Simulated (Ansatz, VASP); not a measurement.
## Two plane-wave programs on Gd

```
Gd
1.0
    -2.02500    2.02500    2.02500
     2.02500   -2.02500    2.02500
     2.02500    2.02500   -2.02500
Gd
1
Direct
  0.00000 0.00000 0.00000
```

This isn't the form of Gd at room conditions, which is hcp.

Alike in both runs: task single point; functional PBE; k mesh 9 × 9 × 9; occupations fermi-dirac, width 0.05 eV; collinear spin, ferromagnetic start.

|  | VASP | Ansatz |
| --- | --- | --- |
| version | VASP 6.6.1 | Ansatz 0.2.0 |
| potentials or method | VASP PAW PBE potentials, release 64 (Gd) | Ansatz PAW |
| plane-wave cutoff (eV) | 520 | 420 |
| valence electrons in the cell | 18 | 18 |

Ansatz gave:

- gap on the k mesh at the Fermi level (eV): none
- pressure (GPa): -0.1
- net moment per atom (μB): 7.60
- size of the moment on the site where the two differ most (μB): 7.32

Q: Estimate VASP's values.

A: gap on the k mesh at the Fermi level (eV): none; pressure (GPa): 0.1; net moment per atom (μB): 7.60; size of the moment on the site where the two differ most (μB): 6.99.

Site moments also hang on the region over which each program counts them. A gap of «none» marks a metal or a gap that the smearing closes.

Caveats: spin-orbit coupling is left out, which moves the levels of the heavy elements. The state reached can hang on the start; a lower one may exist.
